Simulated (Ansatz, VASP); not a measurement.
# Nb2AlC in two plane-wave programs, part 2 of 2

Wanted: the spread between two codes on one cell, functional and k mesh. The structure shown comes from an earlier Ansatz run, which isn't shown and may have moved the atoms alone.

VASP 6.6.1 and Ansatz 0.2.0.

So far: Set-up; Ansatz: elastic constants, PBEsol.

## Step 3: VASP: elastic constants, PBEsol

Level of this step: PBEsol; plane waves and PAW (Al, Nb_sv, C) (VASP).

The same cell, functional, mesh and smearing now go to VASP, with its own data sets.

Lines of VASP's logs that name or quote its potential files are left out, and so is its time.

Contents of INCAR:

```
SYSTEM = Nb2AlC
PREC = Accurate
ENCUT = 600
EDIFF = 1E-08
NELM = 120
ISMEAR = 1
SIGMA = 0.25
LREAL = .FALSE.
ALGO = Normal
GGA = PS
NBANDS = 41
LASPH = .TRUE.
LORBIT = 11
LWAVE = .FALSE.
LCHARG = .FALSE.
ISIF = 3
IBRION = 6
NFREE = 2
POTIM = 0.015
NSW = 1
GGA_COMPAT = .FALSE.
KPAR = 2
```

Contents of POSCAR:

```
Nb2AlC
1.0
    3.0986734137      0.0000000000      0.0000000000
   -1.5493367069      2.6835298943      0.0000000000
    0.0000000000      0.0000000000     13.8333681172
Al Nb C
2 4 2
Direct
    0.3333333333      0.6666666667      0.7500000000
    0.6666666667      0.3333333333      0.2500000000
    0.3333333333      0.6666666667      0.0881287402
    0.6666666667      0.3333333333      0.5881287402
    0.6666666667      0.3333333333      0.9118712598
    0.3333333333      0.6666666667      0.4118712598
    0.0000000000      0.0000000000      0.0000000000
    0.0000000000      0.0000000000      0.5000000000
```

Contents of KPOINTS:

```
Automatic mesh
0
Gamma
9 9 2
0 0 0
```

The projector-augmented-wave data sets are Al, Nb_sv and C (PBE family, release 64).

Run with:

```sh
$ mpirun -np 2 vasp_std
```

Numbers of over 12 decimals in the logs are rounded to 6 here.

Output:

```text
[banner, memory and clock lines left out]
running    2 mpi-ranks, on    1 nodes
 distrk:  each k-point on    1 cores,    2 groups
 distr:  one band on    1 cores,    1 groups

 POSCAR found type information on POSCAR AlNbC
 POSCAR found :  3 types and       8 ions
|                                                                             |
|               ----> ADVICE to this user running VASP <----                  |
|                                                                             |
|     You enforced a specific xc type in the INCAR file but a different       |
|     [... a line on the potential file left out ...]
|     I HOPE YOU KNOW WHAT YOU ARE DOING!                                     |
|                                                                             |

 LDA part: xc-table for (Slater+PW92), standard interpolation
 POSCAR, INCAR and KPOINTS ok, starting setup
 FFT: planning ... GRIDC
 FFT: planning ... GRID_SOFT
 FFT: planning ... GRID
 WAVECAR not read
 entering main loop
       N       E                     dE             d eps       ncg     rms          rms(c)
DAV:   1     0.815107718630E+03    0.81511E+03   -0.37511E+04  1968   0.181E+03
DAV:   2    -0.791054636358E+01   -0.82302E+03   -0.80095E+03  2374   0.677E+02
DAV:   3    -0.798974291291E+02   -0.71987E+02   -0.70673E+02  3296   0.152E+02
DAV:   4    -0.844920487065E+02   -0.45946E+01   -0.45433E+01  2976   0.340E+01
DAV:   5    -0.848530454901E+02   -0.36100E+00   -0.35937E+00  3400   0.101E+01    0.219E+01
DAV:   6    -0.759284607512E+02    0.89246E+01   -0.54996E+01  2776   0.344E+01    0.628E+00
DAV:   7    -0.760020346761E+02   -0.73574E-01   -0.50596E+00  3191   0.104E+01    0.395E+00
DAV:   8    -0.759714739206E+02    0.30561E-01   -0.48568E-01  2719   0.331E+00    0.173E+00
DAV:   9    -0.759686972082E+02    0.27767E-02   -0.75841E-02  3120   0.187E+00    0.588E-01
DAV:  10    -0.759694068963E+02   -0.70969E-03   -0.13417E-02  2959   0.807E-01    0.117E-01
DAV:  11    -0.759694650376E+02   -0.58141E-04   -0.11408E-03  3120   0.216E-01    0.624E-02
DAV:  12    -0.759695038286E+02   -0.38791E-04   -0.22102E-04  2959   0.905E-02    0.136E-02
DAV:  13    -0.759695016692E+02    0.21594E-05   -0.15275E-05  3368   0.224E-02    0.589E-03
DAV:  14    -0.759695011105E+02    0.55875E-06   -0.25824E-06  3215   0.114E-02    0.174E-03
DAV:  15    -0.759695012393E+02   -0.12886E-06   -0.33414E-07  2624   0.391E-03    0.662E-04
DAV:  16    -0.759695011468E+02    0.92576E-07   -0.58295E-08  2456   0.159E-03    0.303E-04
DAV:  17    -0.759695011727E+02   -0.25942E-07   -0.68265E-09  1631   0.688E-04    0.210E-04
DAV:  18    -0.759695011799E+02   -0.72105E-08   -0.31571E-09  1615   0.489E-04
   1 F= -.75969501E+02 E0= -.75972544E+02  d E =0.912718E-02
[... from here on, the cycles between the ionic steps are left out ...]
   2 F= -.75936962E+02 E0= -.75940264E+02  d E =0.990439E-02
  19 F= -.75968251E+02 E0= -.75971280E+02  d E =0.908747E-02
  20 F= -.75967093E+02 E0= -.75969336E+02  d E =0.672940E-02
  21 F= -.75967569E+02 E0= -.75971285E+02  d E =0.111482E-01
  22 F= -.75967457E+02 E0= -.75970495E+02  d E =0.911623E-02
  23 F= -.75967457E+02 E0= -.75970495E+02  d E =0.911615E-02
  24 F= -.75967586E+02 E0= -.75970627E+02  d E =0.912212E-02
 Finite differences progress:
  Degree of freedom:  12/ 12
  Displacement:        1/  2
  Total:              23/ 24
 bond charge predicted
       N       E                     dE             d eps       ncg     rms          rms(c)
DAV:   1    -0.759668857727E+02    0.70023E-03   -0.20389E+00  1994   0.545E+00    0.219E-01
DAV:   2    -0.759681056699E+02   -0.12199E-02   -0.26916E-02  2808   0.116E+00    0.265E-01
DAV:   3    -0.759678031781E+02    0.30249E-03   -0.29708E-03  2872   0.367E-01    0.204E-01
DAV:   4    -0.759676720285E+02    0.13115E-03   -0.69485E-04  2400   0.199E-01    0.105E-01
DAV:   5    -0.759676252471E+02    0.46781E-04   -0.74347E-04  2687   0.237E-01    0.327E-02
DAV:   6    -0.759675894045E+02    0.35843E-04   -0.28869E-04  3104   0.125E-01    0.176E-02
DAV:   7    -0.759675868711E+02    0.25334E-05   -0.53818E-05  2879   0.385E-02    0.130E-02
DAV:   8    -0.759675861414E+02    0.72971E-06   -0.74928E-06  2760   0.218E-02    0.664E-03
DAV:   9    -0.759675860049E+02    0.13650E-06   -0.14468E-06  2645   0.801E-03    0.239E-03
DAV:  10    -0.759675860101E+02   -0.51468E-08   -0.28686E-07  3165   0.356E-03    0.883E-04
DAV:  11    -0.759675860132E+02   -0.30905E-08   -0.79216E-08  2264   0.150E-03
  25 F= -.75967586E+02 E0= -.75970627E+02  d E =0.912198E-02
 Finite differences progress:
  Degree of freedom:  12/ 12
  Displacement:        2/  2
  Total:              24/ 24
```

Parts of OUTCAR (step 3):

```text
ion  position               nearest neighbor table
   1  0.333  0.667  0.750-   4 2.87   5 2.87   4 2.87   5 2.87   4 2.87   5 2.87
   2  0.667  0.333  0.250-   3 2.87   6 2.87   3 2.87   6 2.87   3 2.87   6 2.87
   3  0.333  0.667  0.088-   7 2.16   7 2.16   7 2.16   2 2.87   2 2.87   2 2.87   5 3.02   5 3.02
                             5 3.02
   4  0.667  0.333  0.588-   8 2.16   8 2.16   8 2.16   1 2.87   1 2.87   1 2.87   6 3.02   6 3.02
                             6 3.02
   5  0.667  0.333  0.912-   7 2.16   7 2.16   7 2.16   1 2.87   1 2.87   1 2.87   3 3.02   3 3.02
                             3 3.02
   6  0.333  0.667  0.412-   8 2.16   8 2.16   8 2.16   2 2.87   2 2.87   2 2.87   4 3.02   4 3.02
                             4 3.02
   7  0.000  0.000  0.000-   3 2.16   5 2.16   5 2.16   3 2.16   5 2.16   3 2.16
   8  0.000  0.000  0.500-   4 2.16   6 2.16   4 2.16   6 2.16   4 2.16   6 2.16

  LATTYP: Found a hexagonal cell.
 ALAT       =     3.0986734137
 C/A-ratio  =     4.4642872192

 Subroutine GETGRP returns: Found 24 space group operations
 (whereof 12 operations were pure point group operations)

The static configuration has the point symmetry D_3d.
 The point group associated with its full space group is D_6h.

 Found     24 irreducible k-points:

   k-points           NKPTS =     24   k-points in BZ     NKDIM =     24   number of bands    NBANDS=     41

   dimension x,y,z NGX =    28 NGY =   28 NGZ =  112
   dimension x,y,z NGXF=    56 NGYF=   56 NGZF=  224

   ENCUT  =  600.0 eV  44.10 Ry    6.64 a.u.   6.19  6.19 27.63*2*pi/ulx,y,z

   NELECT =      66.0000    total number of electrons

 k-points in reciprocal lattice and weights: Automatic mesh
   0.00000000  0.00000000  0.00000000       0.006
   0.11111111  0.00000000  0.00000000       0.037
   0.22222222 -0.00000000  0.00000000       0.037
   0.33333333  0.00000000  0.00000000       0.037
   0.44444444 -0.00000000  0.00000000       0.037
   0.11111111  0.11111111  0.00000000       0.037
   0.22222222  0.11111111  0.00000000       0.074
   0.33333333  0.11111111  0.00000000       0.074
   0.44444444  0.11111111  0.00000000       0.037
[...]
0.33333333  0.22222222  0.50000000       0.074
   0.33333333  0.33333333  0.50000000       0.012

 average (electrostatic) potential at core
       1 -69.2244       2 -69.2169       3 -78.0454       4 -78.0386       5 -78.0312
       6 -78.0382       7 -44.5998       8 -44.5995

 E-fermi :  10.4476

 k-point     1 :       0.0000    0.0000    0.0000
  band No.  band energies     occupation
    ...
     30       9.5400      2.00000
     31      10.0579      2.04995
     32      10.0579      2.04995
     33      10.0872      2.06030
     34      10.0872      2.06030
     35      11.4828     -0.00000
     36      11.4828     -0.00000
     37      11.5864     -0.00000
     38      11.5864     -0.00000
     39      12.5387     -0.00000
    ...

 k-point     2 :       0.1111    0.0000    0.0000
  band No.  band energies     occupation
    ...
     30       9.5287      2.00000
     31       9.5492      2.00000
     32       9.7992      2.00151
     33      10.3137      1.77801
     34      10.3542      1.58592
     35      10.7409     -0.07004
     36      11.3113     -0.00001
     37      11.3310     -0.00001
     38      11.4316     -0.00000
     39      12.5353     -0.00000
    ...

 k-point     3 :       0.2222   -0.0000    0.0000
  band No.  band energies     occupation
    ...
     29       8.4091      2.00000
     30       8.7489      2.00000
     31       9.2804      2.00000
     32       9.8107      2.00187
     33      10.4606      0.91186
     34      10.8420     -0.04821
     35      10.9617     -0.01327
     36      11.2083     -0.00015
     37      11.6458     -0.00000
     38      11.7491     -0.00000
    ...

   1 f  =   19.802773 THz   124.424493 2PiTHz  660.549409 cm-1    81.897652 meV
             X         Y         Z           dx          dy          dz
     -0.000000  1.789020 10.375026     0.000000    0.000000    0.000000
      1.549337  0.894510  3.458342     0.000000    0.000000    0.000000
     -0.000000  1.789020  1.219117    -0.080228    0.087514   -0.000000
      1.549337  0.894510  8.135801     0.080228   -0.087514    0.000000
      1.549337  0.894510 12.614251    -0.080228    0.087514   -0.000000
     -0.000000  1.789020  5.697567     0.080228   -0.087514   -0.000000
      0.000000  0.000000  0.000000     0.464165   -0.506320    0.000000
      0.000000  0.000000  6.916684    -0.464165    0.506320   -0.000000

   2 f  =   19.802773 THz   124.424493 2PiTHz  660.549409 cm-1    81.897652 meV
             X         Y         Z           dx          dy          dz
     -0.000000  1.789020 10.375026    -0.000000    0.000000   -0.000000
      1.549337  0.894510  3.458342    -0.000000    0.000000   -0.000000
     -0.000000  1.789020  1.219117     0.087514    0.080228   -0.000000
      1.549337  0.894510  8.135801    -0.087514   -0.080228    0.000000
      1.549337  0.894510 12.614251     0.087514    0.080228   -0.000000
     -0.000000  1.789020  5.697567    -0.087514   -0.080228   -0.000000
      0.000000  0.000000  0.000000    -0.506320   -0.464165    0.000000
      0.000000  0.000000  6.916684     0.506320    0.464165   -0.000000

   3 f  =   19.790745 THz   124.348918 2PiTHz  660.148193 cm-1    81.847908 meV
             X         Y         Z           dx          dy          dz
     -0.000000  1.789020 10.375026    -0.010366    0.011307   -0.000000
      1.549337  0.894510  3.458342    -0.010366    0.011307    0.000000
     -0.000000  1.789020  1.219117    -0.080620    0.087943   -0.000000
      1.549337  0.894510  8.135801    -0.080620    0.087943   -0.000000
      1.549337  0.894510 12.614251    -0.080620    0.087943   -0.000000
     -0.000000  1.789020  5.697567    -0.080620    0.087943    0.000000
      0.000000  0.000000  0.000000     0.463911   -0.506048    0.000000
      0.000000  0.000000  6.916684     0.463911   -0.506048   -0.000000

   4 f  =   19.790745 THz   124.348918 2PiTHz  660.148193 cm-1    81.847908 meV
             X         Y         Z           dx          dy          dz
     -0.000000  1.789020 10.375026     0.011307    0.010366    0.000000
      1.549337  0.894510  3.458342     0.011307    0.010366    0.000000
     -0.000000  1.789020  1.219117     0.087943    0.080620   -0.000000
      1.549337  0.894510  8.135801     0.087943    0.080620    0.000000
      1.549337  0.894510 12.614251     0.087943    0.080620   -0.000000
     -0.000000  1.789020  5.697567     0.087943    0.080620   -0.000000
      0.000000  0.000000  0.000000    -0.506048   -0.463911    0.000000
      0.000000  0.000000  6.916684    -0.506048   -0.463911   -0.000000

   5 f  =   19.151614 THz   120.333142 2PiTHz  638.829092 cm-1    79.204677 meV
             X         Y         Z           dx          dy          dz
     -0.000000  1.789020 10.375026    -0.000000    0.000000   -0.000000
      1.549337  0.894510  3.458342    -0.000000    0.000000   -0.000000
     -0.000000  1.789020  1.219117    -0.000000    0.000000    0.118723
      1.549337  0.894510  8.135801    -0.000000    0.000000   -0.118723
      1.549337  0.894510 12.614251    -0.000000    0.000000    0.118723
     -0.000000  1.789020  5.697567    -0.000000    0.000000   -0.118723
      0.000000  0.000000  0.000000     0.000000   -0.000000   -0.686884
      0.000000  0.000000  6.916684     0.000000   -0.000000    0.686884

   6 f  =   19.144024 THz   120.285450 2PiTHz  638.575901 cm-1    79.173286 meV
             X         Y         Z           dx          dy          dz
     -0.000000  1.789020 10.375026    -0.000000    0.000000    0.019564
      1.549337  0.894510  3.458342    -0.000000    0.000000    0.019564
     -0.000000  1.789020  1.219117    -0.000000    0.000000    0.118205
      1.549337  0.894510  8.135801    -0.000000    0.000000    0.118205
      1.549337  0.894510 12.614251    -0.000000    0.000000    0.118205
     -0.000000  1.789020  5.697567    -0.000000    0.000000    0.118205
      0.000000  0.000000  0.000000     0.000000   -0.000000   -0.686784
      0.000000  0.000000  6.916684     0.000000   -0.000000   -0.686784

   7 f  =   10.652132 THz    66.929318 2PiTHz  355.316870 cm-1    44.053657 meV
             X         Y         Z           dx          dy          dz
     -0.000000  1.789020 10.375026    -0.000000   -0.000000    0.586104
      1.549337  0.894510  3.458342    -0.000000    0.000000   -0.586104
     -0.000000  1.789020  1.219117    -0.000000   -0.000000    0.279716
      1.549337  0.894510  8.135801     0.000000   -0.000000   -0.279716
      1.549337  0.894510 12.614251    -0.000000    0.000000   -0.279716
     -0.000000  1.789020  5.697567    -0.000000   -0.000000    0.279716
      0.000000  0.000000  0.000000     0.000000   -0.000000    0.000000
      0.000000  0.000000  6.916684    -0.000000    0.000000   -0.000000

   8 f  =   10.325106 THz    64.874556 2PiTHz  344.408472 cm-1    42.701189 meV
             X         Y         Z           dx          dy          dz
     -0.000000  1.789020 10.375026    -0.000000    0.000000   -0.663027
      1.549337  0.894510  3.458342     0.000000    0.000000   -0.663027
     -0.000000  1.789020  1.219117     0.000000    0.000000    0.171442
      1.549337  0.894510  8.135801    -0.000000   -0.000000    0.171442
      1.549337  0.894510 12.614251     0.000000    0.000000    0.171442
     -0.000000  1.789020  5.697567    -0.000000   -0.000000    0.171442
      0.000000  0.000000  0.000000     0.000000   -0.000000    0.040128
      0.000000  0.000000  6.916684     0.000000    0.000000    0.040128

   9 f  =    8.196847 THz    51.502308 2PiTHz  273.417382 cm-1    33.899420 meV
             X         Y         Z           dx          dy          dz
     -0.000000  1.789020 10.375026    -0.000000   -0.000000   -0.000000
      1.549337  0.894510  3.458342     0.000000   -0.000000    0.000000
     -0.000000  1.789020  1.219117    -0.000000   -0.000000   -0.500000
      1.549337  0.894510  8.135801     0.000000   -0.000000   -0.500000
      1.549337  0.894510 12.614251    -0.000000    0.000000    0.500000
     -0.000000  1.789020  5.697567    -0.000000    0.000000    0.500000
      0.000000  0.000000  0.000000     0.000000   -0.000000   -0.000000
      0.000000  0.000000  6.916684    -0.000000   -0.000000   -0.000000

  10 f  =    6.960955 THz    43.736970 2PiTHz  232.192467 cm-1    28.788184 meV
             X         Y         Z           dx          dy          dz
     -0.000000  1.789020 10.375026     0.000000    0.000000   -0.395578
      1.549337  0.894510  3.458342    -0.000000    0.000000    0.395578
     -0.000000  1.789020  1.219117     0.000000    0.000000    0.414438
      1.549337  0.894510  8.135801    -0.000000    0.000000   -0.414438
      1.549337  0.894510 12.614251     0.000000   -0.000000   -0.414438
     -0.000000  1.789020  5.697567     0.000000   -0.000000    0.414438
      0.000000  0.000000  0.000000     0.000000    0.000000   -0.000000
      0.000000  0.000000  6.916684     0.000000   -0.000000   -0.000000

  11 f  =    6.041369 THz    37.959039 2PiTHz  201.518370 cm-1    24.985082 meV
             X         Y         Z           dx          dy          dz
     -0.000000  1.789020 10.375026    -0.288127    0.314321   -0.000000
      1.549337  0.894510  3.458342     0.288127   -0.314321    0.000000
     -0.000000  1.789020  1.219117    -0.269522    0.294025    0.000000
      1.549337  0.894510  8.135801     0.269522   -0.294025   -0.000000
    [... 145 further lines ...]
      0.000000  0.000000  0.000000    -0.160638    0.030247    0.000000
      0.000000  0.000000  6.916684    -0.160638    0.030247    0.000000

 ELASTIC MODULI CONTR FROM IONIC RELAXATION (kBar)
 Direction    XX          YY          ZZ          XY          YZ          ZX
 --------------------------------------------------------------------------------
 XX        -353.1197    -93.7724   -344.4206      0.0000     -0.0000     -0.0000
 YY         -93.7724   -353.1197   -344.4206      0.0000     -0.0000      0.0000
 ZZ        -344.4206   -344.4206   -530.8912      0.0000     -0.0000     -0.0000
 XY           0.0000      0.0000      0.0000   -129.6737      0.0000     -0.0000
 YZ          -0.0000     -0.0000     -0.0000      0.0000   -285.6807      0.0000
 ZX          -0.0000      0.0000     -0.0000      0.0000      0.0000   -285.6807
 --------------------------------------------------------------------------------

 TOTAL ELASTIC MODULI (kBar)
 Direction    XX          YY          ZZ          XY          YZ          ZX
 --------------------------------------------------------------------------------
 XX        3365.0174   1004.7542   1203.7513     -0.0000     -0.0000     -0.0000
 YY        1004.7542   3365.0174   1203.7513     -0.0000     -0.0000      0.0000
 ZZ        1203.7513   1203.7513   2997.0544     -0.0000     -0.0000     -0.0000
 XY          -0.0000     -0.0000     -0.0000   1180.1316      0.0000     -0.0000
 YZ          -0.0000     -0.0000     -0.0000      0.0000   1453.1167     -0.0000
 ZX          -0.0000      0.0000     -0.0000     -0.0000     -0.0000   1453.1166
 --------------------------------------------------------------------------------

 total charge
# of ion       s       p       d       tot
------------------------------------------
    1        0.425   0.368   0.000   0.793
    2        0.425   0.368   0.000   0.793
    3        2.176   6.059   2.477  10.713
    4        2.176   6.059   2.477  10.713
    5        2.176   6.059   2.477  10.713
    6        2.176   6.059   2.477  10.713
    7        0.888   1.546   0.000   2.435
    8        0.888   1.546   0.000   2.435
--------------------------------------------------
tot         11.333  28.064   9.909  49.305

[... 2 further parts left out ...]
```

Levels, forces or a CONTCAR printed for this step are those of its last displaced cell, not of the structure at rest.

## Step 4: Comparison

Known differences besides the potentials themselves: the cutoff is 420 eV in Ansatz and 600 eV in VASP; Ansatz makes its cores anew for this functional, VASP keeps those of its PBE data sets; VASP takes each elastic constant from one size of strain, Ansatz from those that its log lists. Total energies have different zeros and are not compared.

Both answers:

```
 quantity  Ansatz   VASP  difference
C11 (GPa)   336.8  336.5     +0.08 %
C22 (GPa)   336.8  336.5     +0.08 %
C33 (GPa)   299.5  299.7     -0.08 %
C12 (GPa)   101.1  100.5     +0.64 %
C13 (GPa)   120.9  120.4     +0.47 %
C23 (GPa)   120.9  120.4     +0.47 %
C44 (GPa)   145.2  145.3     -0.11 %
C55 (GPa)   145.2  145.3     -0.11 %
C66 (GPa)   117.8  118.0     -0.16 %
```

## Step 5: Summary of results

* difference in C12 (elastic constants, PBEsol): 0.64 %

In words: The difference in C12 is 0.64 % (elastic constants, PBEsol), within the 5 % picked in this series as the mark of a large difference. Such differences can come from data sets, numerical settings and the points named under the comparisons, not from the functional's error against experiment.

[Lines on the potential files, build, host, timing and source positions are cut from VASP's logs without a mark.]

[Logs are printed without paths, hosts, clocks, repeated set-up lines and the standing remarks that a program may print on its own settings, such as how far it seeks lower states.]

[Hosts, paths, dates, database ids (printed as entryN), source tags and the programs' standing remarks are cut or masked in the printed files.]
